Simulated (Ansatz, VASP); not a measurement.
## GaN: VASP beside Ansatz

The input INCAR:

```
  ALGO = Normal
  EDIFF = 1E-6
  ENCUT = 520
  GGA = PS
  ISIF = 2
  ISMEAR = 0
  LASPH = True
  LCHARG = False
  LREAL = False
  LWAVE = False
  NBANDS = 16
  NELM = 80
  PREC = Accurate
  SIGMA = 0.01
```

The input KPOINTS:

```
k-points
0
Gamma
  4 4 4
```

The input POSCAR:

```
GaN
1.0
    0.0000000000      2.2535010000      2.2535010000
    2.2535010000      0.0000000000      2.2535010000
    2.2535010000      2.2535010000      0.0000000000
Ga N
1 1
Direct
    0.0000000000      0.0000000000      0.0000000000
    0.7500000000      0.7500000000      0.7500000000
```

Input for Ansatz:

```yaml
crystal:
  lattice:
    - [0.0, 2.253501, 2.253501]
    - [2.253501, 0.0, 2.253501]
    - [2.253501, 2.253501, 0.0]
  atoms:
    - { symbol: Ga, position: [0.0, 0.0, 0.0] }
    - { symbol: "N", position: [0.75, 0.75, 0.75] }
kpoints:
  mp_grid:
    grid: [4, 4, 4]
hamiltonian:
  xc: pbesol
scf:
  occupations:
    method: fixed
gw:
  n_empty_bands: 60
  ecut_chi: 80.0
  qp_bands: [v1, c1]
```

The cell is a database's computed one.

Alike in both runs: task single point; functional PBEsol; k mesh 4 × 4 × 4; no spin polarisation.

|  | VASP | Ansatz |
| --- | --- | --- |
| version | VASP 6.6.1 | Ansatz 0.2.0 |
| potentials or method | VASP PAW PBE potentials, release 64 (Ga_d, N) | plane waves, PAW |
| plane-wave cutoff (eV) | 520 | 420 |
| occupations | gaussian, width 0.01 eV | fixed |
| valence electrons in the cell | 18 | 18 |

VASP gave:

| Quantity | Value |
| --- | --- |
| gap on the k mesh at the Fermi level (eV) | 1.66 |

Task: Which values does Ansatz return?

Result: gap on the k mesh at the Fermi level (eV): 1.64.

Caveats: the k mesh is coarse (spacing up to 0.60 Å⁻¹), so the values aren't converged.
